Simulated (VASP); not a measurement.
# Li (a cell with a defect) in VASP: notebook, part 2 of 2

VASP 6.6.1.

## Step 3: Single point, PBE

Contents of INCAR:

```
ALGO = Normal
EDIFF = 1E-7
ENCUT = 520
GGA = PE
ISIF = 2
ISMEAR = 0
LASPH = T
LCHARG = F
LREAL = F
LWAVE = F
NBANDS = 20
NELM = 100
PREC = Accurate
SIGMA = 0.1
```

Contents of KPOINTS:

```
k-points
0
Gamma
  3 3 3
```

Contents of POSCAR:

```
Li
1.0
   -3.4453500000      3.4453500000      3.4453500000
    3.4453500000     -3.4453500000      3.4453500000
    3.4453500000      3.4453500000     -3.4453500000
Li
7
Direct
    0.0011814475      0.0001158083      0.1818342113
   -0.0035501473      0.4842434005     -0.0085301929
   -0.0011699827      0.6034955810      0.4986528219
    0.4912441407     -0.0017355276      0.0016452610
    0.5831919834     -0.0000510833      0.4972724106
    0.4030117405      0.3992513097     -0.0977186643
    0.5089664330      0.5163009564      0.5106743872
```

Potentials or basis: VASP PAW PBE potentials, release 64 (Li_sv).

The run is started by

```sh
$ cat potpaw_PBE.64/Li_sv/POTCAR > POTCAR
$ mpirun -np 1 vasp_std > vasp.out
```

OUTCAR:

```text
EDIFF = 1E-7
   ENCUT = 520
   GGA = PE
   ISIF = 2
   ISMEAR = 0
   LASPH = T
   LREAL = F
   NELM = 100
   PREC = Accurate

 ion  position               nearest neighbor table
   1  0.001  0.000  0.182-
   2  0.996  0.484  0.991-
   3  0.999  0.603  0.499-
   4  0.491  0.998  0.002-
   5  0.583  1.000  0.497-
[... 520 lines left out ...]
  --------------------------------------------------------------------------------------
  -------------------------------------------------------------------------------------
  Total       -1.3193824     -1.2523171     -1.2994463     -0.0047029     -0.0029090      0.0002444
  in kB      -12.9217470    -12.2649241    -12.7264976     -0.0460596     -0.0284903      0.0023935
  external PRESSURE =     -12.6377229 kB  Pullay stress =       0.0000000 kB

 VOLUME and BASIS-vectors are now :
 -----------------------------------------------------------------------------
  energy-cutoff  :      520.00
  volume of cell :      163.59
      direct lattice vectors                 reciprocal lattice vectors
    -3.445350000  3.445350000  3.445350000     0.000000000  0.145123137  0.145123137
     3.445350000 -3.445350000  3.445350000     0.145123137  0.000000000  0.145123137
     3.445350000  3.445350000 -3.445350000     0.145123137  0.145123137  0.000000000

 POSITION                                       TOTAL-FORCE (eV/Angst)
 -----------------------------------------------------------------------------------
      0.62281      0.63015     -0.62201        -0.017691     -0.019493      0.018541
      1.65123      5.18069      1.68555        -0.006679      0.022897     -0.020503
      0.35597      3.08010      3.80254        -0.007494     -0.002766     -0.000143
      1.75253     -1.74119      5.12621         0.019486     -0.017868     -0.020910
      3.14915      0.27740      3.74120        -0.005519     -0.001570      0.006960
      3.09572      3.12163     -0.34460        -0.001764     -0.004040      0.006275
      1.78472      1.73418      1.77295         0.019661      0.022840      0.009780
 -----------------------------------------------------------------------------------
    total drift:                               -0.000147      0.000381     -0.000208

  FREE ENERGIE OF THE ION-ELECTRON SYSTEM (eV)
  ---------------------------------------------------
  free  energy   TOTEN  =       -12.7524994160 eV

  energy  without entropy=      -12.7259053646  energy(sigma->0) =      -12.73920239
```

It took 1.9 min on 1 thread of AMD EPYC, shared host; peak memory 0.26 GiB.

Results:

```yaml
Free_energy: -12.7525 eV
Largest_force: 0.034 eV/Å
Band_gap_on_the_k_mesh: none (metal or under the smearing width)
```

Forces in eV/Å, atoms in the order of the input:
```
Li  -0.018 -0.019  0.019
Li  -0.007  0.023 -0.021
Li  -0.007 -0.003  0.000
Li   0.019 -0.018 -0.021
Li  -0.006 -0.002  0.007
Li  -0.002 -0.004  0.006
Li   0.020  0.023  0.010
```

Levels at points of the mesh, in eV from the Fermi level:
```tsv
k point	band 8	band 9	band 10	band 11	band 12	band 13
(0.00, 0.00, 0.00)	-3.38	0.37	0.54	0.58	0.83	0.89
```

Caveat: the k mesh is coarse (spacing up to 0.43 Å⁻¹), so the values aren't converged; the cutoff is under 1.25 times the usual one of these potentials, so pressure, stress and relaxed cells hold a basis-set (Pulay) error.

## Step 4: Single point, PBE

Contents of INCAR:

```
SYSTEM = Li
PREC = Accurate
ENCUT = 520
EDIFF = 1E-6
ISMEAR = 0
SIGMA = 0.1
LREAL = .FALSE.
LASPH = .TRUE.
NELM = 100
ALGO = Normal
ISIF = 2
LWAVE = .FALSE.
LCHARG = .FALSE.
GGA = PE
NBANDS = 20
```

Contents of KPOINTS:

```
Automatic mesh
0
G
  3 3 3
  0 0 0
```

Contents of POSCAR:

```
Li
1.0
   -3.4453500000      3.4453500000      3.4453500000
    3.4453500000     -3.4453500000      3.4453500000
    3.4453500000      3.4453500000     -3.4453500000
Li
7
Direct
   -0.0010993078      0.0005442118      0.2522781430
   -0.0036279333      0.4797846373     -0.0104896455
   -0.0004996590      0.5829536912      0.4988982251
    0.4851427286     -0.0008052883     -0.0023808902
    0.5676194001     -0.0001541208      0.4958870652
    0.4213461622      0.4188153598     -0.0796596862
    0.5146400221      0.5206272222      0.5122106607
```

The run is started by

```sh
$ cat potpaw_PBE.64/Li_sv/POTCAR > POTCAR
$ mpirun -np 1 vasp_std > vasp.out
```

It took 98 s on 1 thread of AMD EPYC, shared host; peak memory 0.26 GiB.

It converged, with:

```
Free energy            : -12.7373 eV
Largest force          : 0.051 eV/Å
Band gap on the k mesh : none (metal or under the smearing width)
```

Forces in eV/Å, atoms in the order of the input:
```
Li  -0.028 -0.030  0.029
Li  -0.010  0.036 -0.033
Li  -0.015 -0.006  0.000
Li   0.031 -0.023 -0.033
Li  -0.007 -0.006  0.009
Li  -0.001 -0.008  0.014
Li   0.031  0.037  0.014
```

Levels at points of the mesh, in eV from the Fermi level:
| k point | band 6 | band 7 | band 8 | band 9 | band 10 | band 11 | band 12 | band 13 | band 14 | band 15 |
| --- | --- | --- | --- | --- | --- | --- | --- | --- | --- | --- |
| (0.00, 0.00, 0.00) | -46.82 | -46.80 | -3.38 | 0.29 | 0.52 | 0.55 | 0.80 | 0.83 | 1.44 | 2.26 |

Caveat: the k mesh is coarse (spacing up to 0.43 Å⁻¹), so the values aren't converged; the cutoff is under 1.25 times the usual one of these potentials, so pressure, stress and relaxed cells hold a basis-set (Pulay) error.

## Step 5: Single point, PBE

Contents of INCAR:

```
SYSTEM = Li
PREC = Accurate
ENCUT = 520
EDIFF = 1E-7
ISMEAR = 0
SIGMA = 0.1
LREAL = .False.
LASPH = .True.
NELM = 100
ALGO = Fast
ISIF = 2
LWAVE = .False.
LCHARG = .False.
GGA = PE
NBANDS = 20
```

Contents of KPOINTS:

```
Automatic mesh
0
Gamma
  3 3 3
  0 0 0
```

Contents of POSCAR:

```
Li
1.0
   -3.4453500000      3.4453500000      3.4453500000
    3.4453500000     -3.4453500000      3.4453500000
    3.4453500000      3.4453500000     -3.4453500000
Li
7
Direct
   -0.0028812748      0.0007330170      0.3224544676
   -0.0035775756      0.4809433004     -0.0117970598
    0.0000158184      0.5623576705      0.4997839116
    0.4855386245      0.0000222038     -0.0054392152
    0.5504291291     -0.0002240701      0.4959751549
    0.4402303104      0.4389316035     -0.0600494870
    0.5144114531      0.5191471113      0.5087297372
```

The run is started by

```sh
$ cat potpaw_PBE.64/Li_sv/POTCAR > POTCAR
$ mpirun -np 1 vasp_std > vasp.out
```

It took 3.8 min on 1 thread of AMD EPYC, shared host; peak memory 0.27 GiB.

The run converged. Its results:

```
Free energy            : -12.7109 eV
Largest force          : 0.067 eV/Å
Band gap on the k mesh : none (metal or under the smearing width)
```

Forces in eV/Å, atoms in the order of the input:
```
Li  -0.040 -0.038  0.039
Li  -0.007  0.038 -0.035
Li  -0.013 -0.006  0.000
Li   0.032 -0.018 -0.034
Li  -0.005 -0.006  0.007
Li   0.000 -0.008  0.013
Li   0.033  0.039  0.010
```

Levels at points of the mesh, in eV from the Fermi level:
```tsv
k point	band 7	band 8	band 9	band 10	band 11	band 12	band 13	band 14
(0.00, 0.00, 0.00)	-46.73	-3.37	0.23	0.37	0.39	0.91	0.93	1.35
```

Caveat: the k mesh is coarse (spacing up to 0.43 Å⁻¹), so the values aren't converged; the cutoff is under 1.25 times the usual one of these potentials, so pressure, stress and relaxed cells hold a basis-set (Pulay) error.

## Step 6: Single point, PBE

Contents of INCAR:

```
PREC     = Accurate       # precision mode
ENCUT    = 520            # plane-wave cutoff, eV
EDIFF    = 1E-6           # SCF threshold, eV
ISMEAR   = 0              # smearing method
SIGMA    = 0.1            # smearing width, eV
LREAL    = False          # projectors in reciprocal space
LASPH    = True           # aspherical terms in the spheres
NELM     = 100            # most SCF steps
ALGO     = Fast           # electronic algorithm
ISIF     = 2              # what is computed and relaxed
LWAVE    = False          # write WAVECAR
LCHARG   = False          # write CHGCAR
GGA      = PE             # functional
NBANDS   = 20             # bands
```

Contents of KPOINTS:

```
Automatic mesh
0
Gamma
  3 3 3
```

Contents of POSCAR:

```
Li
1.0
   -3.4453500000      3.4453500000      3.4453500000
    3.4453500000     -3.4453500000      3.4453500000
    3.4453500000      3.4453500000     -3.4453500000
Li
7
Direct
   -0.0040582234      0.0005961658      0.3909100672
   -0.0035156080      0.4857647264     -0.0113541440
    0.0003909617      0.5401771954      0.4997955215
    0.4901533952      0.0007295340     -0.0065182057
    0.5304006850     -0.0002709449      0.4956606731
    0.4610673807      0.4610055582     -0.0392917991
    0.5103738372      0.5140538697      0.5033691787
```

Potentials or basis: VASP PAW PBE potentials, release 64 (Li_sv).

The run is started by

```sh
$ cat potpaw_PBE.64/Li_sv/POTCAR > POTCAR
$ mpirun -np 1 vasp_std > vasp.out
```

It took 3.1 min on 1 thread of AMD EPYC, shared host; peak memory 0.27 GiB.

It converged, with:

| Property | Result |
| --- | --- |
| Free energy | -12.6776 eV |
| Largest force | 0.073 eV/Å |
| Band gap on the k mesh | none (metal or under the smearing width) |

Forces on the atoms (eV/Å):
```
Li  -0.044 -0.039  0.043
Li  -0.002  0.032 -0.029
Li  -0.004 -0.005  0.001
Li   0.025 -0.010 -0.027
Li  -0.003 -0.005  0.004
Li  -0.001 -0.006  0.006
Li   0.028  0.033  0.004
```

Levels at points of the mesh, in eV from the Fermi level:
| k point | band 8 | band 9 | band 10 | band 11 | band 12 | band 13 |
| --- | --- | --- | --- | --- | --- | --- |
| (0.00, 0.00, 0.00) | -3.36 | 0.18 | 0.24 | 0.25 | 1.02 | 1.03 |

Caveat: the k mesh is coarse (spacing up to 0.43 Å⁻¹), so the values aren't converged; the cutoff is under 1.25 times the usual one of these potentials, so pressure, stress and relaxed cells hold a basis-set (Pulay) error.
